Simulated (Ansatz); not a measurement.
## How far is this GaP from the hull?

Theory: Ansatz 0.2.0, DFT PBE, scalar-relativistic, plane waves, PAW. Settings: cutoff 420 eV, Γ-centred meshes spaced at most about 0.3 Å⁻¹, and about 0.25 Å⁻¹ or finer for metals (2π included), Gaussian smearing. No spin polarisation.

The zero of energy is the elements' standard structures at the same level; no fitted shifts are applied. The references include black phosphorus.

Temperature and zero-point effects are left out. Weakly bound directions are ill-defined at this level, which has no dispersion term (P-3m1), and this can change margins and order among such cells. The reference form of P is held partly by dispersion forces, which this level lacks.

The competitors are the elements and 1 reference phase of this chemical system (from databases or known types: GaP), relaxed at the same level; other known phases may be missing.

The candidate was reached from: 4-, 6-connected net, elements by coordination.

```yaml
crystal:
  lattice:
    - [3.81797, 0.00000, 0.00000]
    - [-1.90899, 3.30646, 0.00000]
    - [0.00000, 0.00000, 6.32622]
  atoms:
    - { symbol: Ga, position: [0.33333, 0.66667, 0.67371] }
    - { symbol: Ga, position: [0.66667, 0.33333, 0.32629] }
    - { symbol: P, position: [0.00000, 0.00000, 0.82648] }
    - { symbol: P, position: [0.00000, 0.00000, 0.17352] }
```

Question: Is it stable, and against what?

Answer: Not the lowest form: another structure of the same formula lies lower. Its formation energy is -0.097 eV/atom. The lowest competing phase at this composition is this:

```json
{"phase": "GaP", "space group": "F-43m (No. 216)", "source": "Materials Project", "share of atoms": "1.0000", "ΔE_f (eV/atom)": "-0.432"}
```

The candidate lies 0.33 eV/atom above this phase. The candidate matches no cell in the subsets of the Crystallography Open Database and the Materials Project at hand. The margin is far too high for a likely synthesis. Shaken at random and relaxed again it fell by 205 meV/atom, so it probably isn't a firm minimum. It holds P–P pairs (shortest 2.20 Å).
